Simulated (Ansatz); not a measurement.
GaAs under changes of volume

One of the cells (22.590 Å³/atom); the others are scaled copies at fixed shape and fractional positions:

```
CELL_PARAMETERS angstrom
0.00000 2.82685 2.82685
2.82685 0.00000 2.82685
2.82685 2.82685 0.00000
ATOMIC_POSITIONS crystal
As 0.75000 0.75000 0.75000
Ga 0.00000 0.00000 0.00000
```

- Program: Ansatz 0.2.0
- Functional: PBEsol
- Potentials or basis: all-electron LAPW, scalar-relativistic
- Cutoff: 316 eV (chosen from the basis error)
- Basis error allowed: 0.001 eV/atom
- k mesh: 8 × 8 × 8
- Occupations: fermi-dirac, width 0.05 eV
- Spin: no spin polarisation

```csv
volume (Å³/atom),energy over the lowest point (meV/atom),pressure (GPa),gap on the mesh (eV)
21.234,21.59,5.2,0.92
21.686,?,?,?
22.138,2.58,1.7,0.60
22.590,0.00,0.2,0.45
23.041,1.39,-1.1,0.30
23.493,6.33,-2.3,0.16
23.945,14.35,-3.3,none
```

Q: What does the run at 21.686 Å³/atom give?

A: Energy over the lowest point 9.60 meV/atom; pressure 3.3 GPa; gap on the mesh 0.75 eV.

Worked out: A Birch-Murnaghan fit of order 3 (a polynomial in V^(-2/3)) to the other rows has its minimum at 22.65 Å³/atom with B0 = V·E''(V) = 69 GPa and B' = 4.9. It gives 9.58 meV/atom at 21.686 Å³/atom, against the run's 9.60, and -dE/dV = 3.3 GPa, against 3.3.

Energies are extrapolated to zero smearing.

A mesh can miss the band edges. Spin-orbit coupling on As, Ga is left out.

A gap of «none» marks a metal or a gap under the smearing width.
